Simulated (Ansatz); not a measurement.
SnO₂: random displacements

Level of theory: DFT PBE, scalar-relativistic, plane waves, PAW (Ansatz 0.2.0). Settings: plane waves to 420 eV, k-mesh 6×6×8 (Γ-centred), Gaussian smearing 0.05 eV. No spin polarisation. Energies are free energies at this smearing, counted from the undisturbed cell; pressure is positive in compression.

The undisturbed cell (relaxed at this level):

```
Sn O
1.0
     4.82770    0.00000    0.00000
     0.00000    4.82770    0.00000
     0.00000    0.00000    3.23799
Sn O
2 4
Direct
  0.00000 0.00000 0.00000
  0.50000 0.50000 0.50000
  0.30661 0.30661 0.00000
  0.19339 0.80661 0.50000
  0.69339 0.69339 0.00000
  0.80661 0.19339 0.50000
```

The atoms are displaced (Å, in the unstrained cell):

| atom | ux | uy | uz |
| --- | --- | --- | --- |
| Sn1 | 0.028 | -0.035 | -0.060 |
| Sn2 | -0.003 | 0.014 | 0.013 |
| O3 | -0.043 | -0.027 | 0.025 |
| O4 | 0.011 | 0.042 | 0.082 |
| O5 | 0.032 | -0.039 | -0.061 |
| O6 | -0.025 | 0.046 | 0.001 |

Strain (Voigt, engineering shear): (0.0074, 0.0067, -0.0133, -0.0004, 0.0251, -0.0152).

Problem. What are the energy change, the stress and the forces?

Solution. ΔE = 56.5 meV/atom; stress (xx, yy, zz, yz, xz, xy; compression positive) (0.39, 0.27, 5.51, 3.12, -3.61, 1.86) GPa; gap on the mesh 0.60 eV.
```tsv
atom	Fx (eV/Å)	Fy	Fz
Sn1	-1.76	1.66	2.19
Sn2	-0.29	-0.75	-0.54
O3	0.63	0.85	0.06
O4	1.01	-1.16	-2.23
O5	-0.14	0.31	0.84
O6	0.55	-0.90	-0.32
```

Cost: 1 run of about 1.1 core-minutes, on AMD EPYC (Zen 3) (shared hosts).